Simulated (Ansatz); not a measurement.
**Nudged elastic band run: Si62Ge, charge -2**

The input (input.yaml):

```yaml
crystal:
  lattice:
    - [10.86, 0.0, 0.0]
    - [0.0, 10.86, 0.0]
    - [0.0, 0.0, 10.86]
  atoms:
    - { symbol: Si, position: [0.49655295, 0.00284747, -0.00806392] }
    - { symbol: Si, position: [0.62200569, 0.12415242, 0.122059] }
    - { symbol: Si, position: [0.75478391, 0.24718869, 0.00105517] }
    - { symbol: Si, position: [0.8763106, 0.37698971, 0.12505008] }
    - { symbol: Si, position: [0.7453733, -0.00031082, 0.24887649] }
    - { symbol: Si, position: [0.8751401, 0.1249115, 0.37271962] }
    - { symbol: Si, position: [0.00237383, -0.00089699, -0.00040915] }
    - { symbol: Si, position: [0.12539069, 0.12483849, 0.12577717] }
    - { symbol: Si, position: [0.2524088, 0.2478231, 0.00113088] }
    - { symbol: Si, position: [0.37475547, 0.37722574, 0.12498272] }
    - { symbol: Si, position: [0.5007857, 0.50092921, -0.00200382] }
    - { symbol: Si, position: [0.6243799, 0.6247957, 0.12539089] }
    - { symbol: Si, position: [0.75183917, 0.74860434, 0.00182154] }
    - { symbol: Si, position: [0.87481466, 0.87795129, 0.12560247] }
    - { symbol: Si, position: [0.25043078, 0.00038046, 0.24984293] }
    - { symbol: Si, position: [0.37503783, 0.1238273, 0.37605328] }
    - { symbol: Si, position: [0.49939112, 0.25242643, 0.24915584] }
    - { symbol: Si, position: [0.62630813, 0.37275391, 0.37769795] }
    - { symbol: Si, position: [0.74800826, 0.49983592, 0.24973827] }
    - { symbol: Si, position: [0.87560327, 0.62464169, 0.37316872] }
    - { symbol: Si, position: [0.50084172, -4.648e-05, 0.5005313] }
    - { symbol: Si, position: [0.62592905, 0.12463269, 0.62581549] }
    - { symbol: Si, position: [0.75253683, 0.24812729, 0.50183573] }
    - { symbol: Si, position: [0.87646524, 0.37669336, 0.62448849] }
    - { symbol: Si, position: [0.7516669, 0.0006171, 0.74948306] }
    - { symbol: Si, position: [0.88071454, 0.12406543, 0.87083751] }
    - { symbol: Si, position: [-0.00023405, 0.50088232, -0.00296133] }
    - { symbol: Si, position: [0.12355755, 0.62337094, 0.12718161] }
    - { symbol: Si, position: [0.25290595, 0.74685695, 0.0041344] }
    - { symbol: Si, position: [0.37685368, 0.87800663, 0.12348894] }
    - { symbol: Si, position: [0.00074724, 0.2511515, 0.25024704] }
    - { symbol: Si, position: [0.12660145, 0.36764882, 0.38271207] }
    - { symbol: Si, position: [0.24607865, 0.49669472, 0.25204614] }
    - { symbol: Si, position: [0.37374188, 0.62460501, 0.37162596] }
    - { symbol: Si, position: [0.50074357, 0.75233318, 0.24957221] }
    - { symbol: Si, position: [0.62746109, 0.87238362, 0.37926729] }
    - { symbol: Si, position: [0.0056279, 0.00668675, 0.49934363] }
    - { symbol: Si, position: [0.25119904, 0.24243731, 0.50859525] }
    - { symbol: Si, position: [0.37567797, 0.37503629, 0.62590261] }
    - { symbol: Si, position: [0.49949381, 0.50214501, 0.49724983] }
    - { symbol: Si, position: [0.6230418, 0.62735488, 0.62604111] }
    - { symbol: Si, position: [0.75527429, 0.74950807, 0.5033123] }
    - { symbol: Si, position: [0.88131202, 0.88012942, 0.6255618] }
    - { symbol: Ge, position: [0.21643734, 0.01822148, 0.72774108] }
    - { symbol: Si, position: [0.36662825, 0.12514878, 0.86533508] }
    - { symbol: Si, position: [0.5000157, 0.24981234, 0.75031323] }
    - { symbol: Si, position: [0.6271404, 0.37080811, 0.87798606] }
    - { symbol: Si, position: [0.7457866, 0.49946507, 0.74953263] }
    - { symbol: Si, position: [0.87351825, 0.62432654, 0.87152002] }
    - { symbol: Si, position: [7.233e-05, 0.75308023, 0.2508316] }
    - { symbol: Si, position: [0.12855773, 0.87473723, 0.37851186] }
    - { symbol: Si, position: [0.00119016, 0.50055858, 0.49898302] }
    - { symbol: Si, position: [0.12538669, 0.62497001, 0.62551627] }
    - { symbol: Si, position: [0.25278952, 0.74873878, 0.50196431] }
    - { symbol: Si, position: [0.36980558, 0.88208681, 0.62448208] }
    - { symbol: Si, position: [0.00475651, 0.25202492, 0.74636308] }
    - { symbol: Si, position: [0.12874277, 0.37282739, 0.87629742] }
    - { symbol: Si, position: [0.25053966, 0.50069407, 0.74966516] }
    - { symbol: Si, position: [0.37643257, 0.62677933, 0.87264381] }
    - { symbol: Si, position: [0.49849686, 0.75709674, 0.74863183] }
    - { symbol: Si, position: [0.62763714, 0.8745601, 0.87655034] }
    - { symbol: Si, position: [0.00167731, 0.75094268, 0.75138385] }
    - { symbol: Si, position: [0.12693332, 0.87121637, 0.87896659] }
total_charge: -2
basis:
  ecutwfc: 420.0
kpoints:
  mp_grid: { grid: [1, 1, 1] }
hamiltonian:
  xc: pbesol
  pseudopotentials: { kind: paw, azcp: { folder: soft_1 } }
scf:
  occupations: { method: gaussian, width: 0.05 }
  lower_state_search: "off"
  max_iter: 65
neb:
  images: 3
  f_tol: 0.05
  max_iterations: 50
  order_check: false
  spring: 50.0
  optimiser: fire
  final_atoms:
    - { symbol: Si, position: [0.49715799, -0.00157136, -0.00284201] }
    - { symbol: Si, position: [0.62399432, 0.12553603, 0.12399432] }
    - { symbol: Si, position: [0.75012892, 0.25039813, -0.00097344] }
    - { symbol: Si, position: [0.87476839, 0.37523161, 0.1257858] }
    - { symbol: Si, position: [0.74978463, 0.00184693, 0.24978463] }
    - { symbol: Si, position: [0.87632155, 0.12369567, 0.37632155] }
    - { symbol: Si, position: [0.00166507, 0.00067851, -0.00366989] }
    - { symbol: Si, position: [0.12480704, 0.12519296, 0.12446577] }
    - { symbol: Si, position: [0.24932149, 0.24833493, -0.00366989] }
    - { symbol: Si, position: [0.37413025, 0.37437305, 0.12485767] }
    - { symbol: Si, position: [0.49931119, 0.498922, -0.00068881] }
    - { symbol: Si, position: [0.62515996, 0.62484004, 0.12515996] }
    - { symbol: Si, position: [0.751078, 0.75068881, -0.00068881] }
    - { symbol: Si, position: [0.87562695, 0.87586975, 0.12485767] }
    - { symbol: Si, position: [0.24953474, 0.00046526, 0.24945368] }
    - { symbol: Si, position: [0.37409431, 0.12494685, 0.37433653] }
    - { symbol: Si, position: [0.49902656, 0.25039813, 0.25012892] }
    - { symbol: Si, position: [0.6257858, 0.37523161, 0.37476839] }
    - { symbol: Si, position: [0.7497461, 0.5002539, 0.2497461] }
    - { symbol: Si, position: [0.87476839, 0.6242142, 0.37476839] }
    - { symbol: Si, position: [0.49633011, 0.00067851, 0.50166507] }
    - { symbol: Si, position: [0.62446577, 0.12519296, 0.62480704] }
    - { symbol: Si, position: [0.75137637, 0.25032036, 0.49967964] }
    - { symbol: Si, position: [0.87632155, 0.37367845, 0.62630433] }
    - { symbol: Si, position: [0.74945368, 0.00046526, 0.74953474] }
    - { symbol: Si, position: [0.87433653, 0.12494685, 0.87409431] }
    - { symbol: Si, position: [-0.00039813, 0.49987108, -0.00097344] }
    - { symbol: Si, position: [0.12446397, 0.62600568, 0.12399432] }
    - { symbol: Si, position: [0.25157136, 0.75284201, -0.00284201] }
    - { symbol: Si, position: [0.37448587, 0.87551413, 0.12566096] }
    - { symbol: Si, position: [-0.00032036, 0.25032036, 0.25137637] }
    - { symbol: Si, position: [0.12630433, 0.37367845, 0.37632155] }
    - { symbol: Si, position: [0.24815307, 0.50021537, 0.24978463] }
    - { symbol: Si, position: [0.37413025, 0.62514233, 0.37562695] }
    - { symbol: Si, position: [0.49931119, 0.75068881, 0.251078] }
    - { symbol: Si, position: [0.62485767, 0.87586975, 0.37562695] }
    - { symbol: Si, position: [0.00118259, -0.00261186, 0.50118259] }
    - { symbol: Si, position: [0.25261186, 0.24881741, 0.50118259] }
    - { symbol: Si, position: [0.37409431, 0.37566347, 0.62505315] }
    - { symbol: Si, position: [0.49902656, 0.49987108, 0.49960187] }
    - { symbol: Si, position: [0.62399432, 0.62600568, 0.62446397] }
    - { symbol: Si, position: [0.75012892, 0.75097344, 0.49960187] }
    - { symbol: Si, position: [0.87433653, 0.87590569, 0.62505315] }
    - { symbol: Ge, position: [0.14384577, 0.10615423, 0.64384577] }
    - { symbol: Si, position: [0.36936849, 0.11881566, 0.86936849] }
    - { symbol: Si, position: [0.49633011, 0.24833493, 0.74932149] }
    - { symbol: Si, position: [0.62485767, 0.37437305, 0.87413025] }
    - { symbol: Si, position: [0.74978463, 0.50021537, 0.74815307] }
    - { symbol: Si, position: [0.87562695, 0.62514233, 0.87413025] }
    - { symbol: Si, position: [-0.00039813, 0.75097344, 0.25012892] }
    - { symbol: Si, position: [0.12505315, 0.87590569, 0.37433653] }
    - { symbol: Si, position: [-0.00032036, 0.49862363, 0.49967964] }
    - { symbol: Si, position: [0.12480704, 0.62553423, 0.62480704] }
    - { symbol: Si, position: [0.24932149, 0.75366989, 0.50166507] }
    - { symbol: Si, position: [0.36936849, 0.88063151, 0.63118434] }
    - { symbol: Si, position: [0.00118259, 0.24881741, 0.75261186] }
    - { symbol: Si, position: [0.12505315, 0.37566347, 0.87409431] }
    - { symbol: Si, position: [0.24953474, 0.50054632, 0.74953474] }
    - { symbol: Si, position: [0.37448587, 0.62433904, 0.87448587] }
    - { symbol: Si, position: [0.49715799, 0.75284201, 0.75157136] }
    - { symbol: Si, position: [0.62566096, 0.87551413, 0.87448587] }
    - { symbol: Si, position: [0.00166507, 0.75366989, 0.74932149] }
    - { symbol: Si, position: [0.13118434, 0.88063151, 0.86936849] }
```

Launched with:

```bash
$ ansatz run input.yaml --threads 4 --pin off --max-ram 10240MiB --backend cpu --events-out ev --progress --plain --runs-dir out
```

Output, in part (warnings, iteration lines):

```
NEB end point (image 0): max|allowed force component| = 2.236e-2 eV/Å (the criterion of neb.relax_end_points is 1.000e-2)
NEB end point (image 4): max|allowed force component| = 2.176e-2 eV/Å (the criterion of neb.relax_end_points is 1.000e-2)
NEB iter   1: max|band force component| = 3.473e-1 eV/Å  barrier→ = 0.2895 eV  barrier← = 0.2745 eV  CI = image 2  Δτ_max = 0.0070 Å  (58 SCF iters)
NEB iter   2: max|band force component| = 3.139e-1 eV/Å  barrier→ = 0.2757 eV  barrier← = 0.2607 eV  CI = image 2  Δτ_max = 0.0133 Å  (18 SCF iters)
NEB iter   3: max|band force component| = 2.512e-1 eV/Å  barrier→ = 0.2562 eV  barrier← = 0.2412 eV  CI = image 2  Δτ_max = 0.0185 Å  (20 SCF iters)
NEB iter   4: max|band force component| = 1.827e-1 eV/Å  barrier→ = 0.2384 eV  barrier← = 0.2234 eV  CI = image 2  Δτ_max = 0.0216 Å  (22 SCF iters)
NEB iter   5: max|band force component| = 1.592e-1 eV/Å  barrier→ = 0.2216 eV  barrier← = 0.2066 eV  CI = image 2  Δτ_max = 0.0221 Å  (21 SCF iters)
NEB iter   6: max|band force component| = 1.383e-1 eV/Å  barrier→ = 0.2022 eV  barrier← = 0.1872 eV  CI = image 2  Δτ_max = 0.0222 Å  (21 SCF iters)
NEB iter   7: max|band force component| = 1.110e-1 eV/Å  barrier→ = 0.1821 eV  barrier← = 0.1671 eV  CI = image 2  Δτ_max = 0.0249 Å  (21 SCF iters)
NEB iter   8: max|band force component| = 1.149e-1 eV/Å  barrier→ = 0.1661 eV  barrier← = 0.1511 eV  CI = image 2  Δτ_max = 0.0029 Å  (22 SCF iters)
NEB iter   9: max|band force component| = 9.738e-2 eV/Å  barrier→ = 0.1630 eV  barrier← = 0.1480 eV  CI = image 2  Δτ_max = 0.0052 Å  (15 SCF iters)
NEB iter  10: max|band force component| = 7.413e-2 eV/Å  barrier→ = 0.1582 eV  barrier← = 0.1432 eV  CI = image 2  Δτ_max = 0.0067 Å  (18 SCF iters)
NEB iter  11: max|band force component| = 6.331e-2 eV/Å  barrier→ = 0.1527 eV  barrier← = 0.1377 eV  CI = image 2  Δτ_max = 0.0079 Å  (18 SCF iters)
NEB iter  12: max|band force component| = 6.535e-2 eV/Å  barrier→ = 0.1463 eV  barrier← = 0.1313 eV  CI = image 2  Δτ_max = 0.0092 Å  (18 SCF iters)
NEB iter  13: max|band force component| = 8.961e-2 eV/Å  barrier→ = 0.1390 eV  barrier← = 0.1240 eV  CI = image 2  Δτ_max = 0.0101 Å  (18 SCF iters)
NEB iter  14: max|band force component| = 9.482e-2 eV/Å  barrier→ = 0.1314 eV  barrier← = 0.1164 eV  CI = image 2  Δτ_max = 0.0124 Å  (19 SCF iters)
NEB iter  15: max|band force component| = 8.425e-2 eV/Å  barrier→ = 0.1233 eV  barrier← = 0.1083 eV  CI = image 2  Δτ_max = 0.0159 Å  (20 SCF iters)
NEB iter  16: max|band force component| = 7.759e-2 eV/Å  barrier→ = 0.1145 eV  barrier← = 0.0995 eV  CI = image 2  Δτ_max = 0.0194 Å  (22 SCF iters)
NEB iter  17: max|band force component| = 6.708e-2 eV/Å  barrier→ = 0.1061 eV  barrier← = 0.0911 eV  CI = image 2  Δτ_max = 0.0219 Å  (21 SCF iters)
NEB iter  18: max|band force component| = 6.352e-2 eV/Å  barrier→ = 0.1002 eV  barrier← = 0.0852 eV  CI = image 2  Δτ_max = 0.0271 Å  (22 SCF iters)
NEB iter  19: max|band force component| = 7.420e-2 eV/Å  barrier→ = 0.0971 eV  barrier← = 0.0821 eV  CI = image 2  Δτ_max = 0.0355 Å  (21 SCF iters)
NEB iter  20: max|band force component| = 1.595e-1 eV/Å  barrier→ = 0.0972 eV  barrier← = 0.0822 eV  CI = image 2  Δτ_max = 0.0147 Å  (23 SCF iters)
NEB iter  21: max|band force component| = 3.581e-1 eV/Å  barrier→ = 0.0951 eV  barrier← = 0.0800 eV  CI = image 2  Δτ_max = 0.0074 Å  (20 SCF iters)
NEB iter  22: max|band force component| = 6.466e-2 eV/Å  barrier→ = 0.0947 eV  barrier← = 0.0797 eV  CI = image 2  Δτ_max = 0.0012 Å  (16 SCF iters)
NEB iter  23: max|band force component| = 6.236e-2 eV/Å  barrier→ = 0.0944 eV  barrier← = 0.0794 eV  CI = image 2  Δτ_max = 0.0024 Å  (12 SCF iters)
NEB iter  24: max|band force component| = 7.992e-2 eV/Å  barrier→ = 0.0938 eV  barrier← = 0.0788 eV  CI = image 2  Δτ_max = 0.0036 Å  (13 SCF iters)
NEB iter  25: max|band force component| = 7.905e-2 eV/Å  barrier→ = 0.0930 eV  barrier← = 0.0779 eV  CI = image 2  Δτ_max = 0.0048 Å  (15 SCF iters)
NEB iter  26: max|band force component| = 6.050e-2 eV/Å  barrier→ = 0.0920 eV  barrier← = 0.0770 eV  CI = image 2  Δτ_max = 0.0059 Å  (16 SCF iters)
NEB iter  27: max|band force component| = 5.922e-2 eV/Å  barrier→ = 0.0909 eV  barrier← = 0.0759 eV  CI = image 2  Δτ_max = 0.0071 Å  (16 SCF iters)
NEB iter  28: max|band force component| = 5.727e-2 eV/Å  barrier→ = 0.0897 eV  barrier← = 0.0747 eV  CI = image 2  Δτ_max = 0.0091 Å  (18 SCF iters)
NEB iter  29: max|band force component| = 7.670e-2 eV/Å  barrier→ = 0.0884 eV  barrier← = 0.0734 eV  CI = image 2  Δτ_max = 0.0114 Å  (18 SCF iters)
NEB iter  30: max|band force component| = 6.156e-2 eV/Å  barrier→ = 0.0867 eV  barrier← = 0.0717 eV  CI = image 2  Δτ_max = 0.0141 Å  (19 SCF iters)
NEB iter  31: max|band force component| = 4.515e-2 eV/Å  barrier→ = 0.0846 eV  barrier← = 0.0696 eV  CI = image 2  Δτ_max = 0.0000 Å  (20 SCF iters)
```

It converged. A structure lower than the first end lies on the path between it and the top, so the climb from that side starts below the end, which may itself be a saddle point or a shallow side well. The order of the point at the top wasn't checked. Limits of this set-up: coarse k mesh, PAW files made for another functional, no spin, though dangling bonds at a vacancy may carry it, a typed lattice constant that wasn't relaxed here, charged cell in a uniform background, uncorrected.

Final band (atoms are numbered from 1 in the order of the input):

| image | path coordinate (Å) | energy (eV) | Ge44–Si45 (Å) | Ge44–Si55 (Å) | Ge44–Si63 (Å) |
| --- | --- | --- | --- | --- | --- |
| 0 | 0.00 | 0.000 | 2.50 | 2.49 | 2.49 |
| 1 | 0.61 | -0.011 | 2.52 | 2.52 | 2.69 |
| 2 | 1.22 | 0.085 | 2.66 | 2.73 | 3.15 |
| 3 | 1.79 | 0.035 | 3.11 | 3.21 | 3.38 |
| 4 | 2.36 | 0.015 | 3.47 | 3.47 | 3.47 |

Run time: 8.8 min on 4 threads of Arm Neoverse V2, with other jobs on the host, peak memory 2.9 GiB.
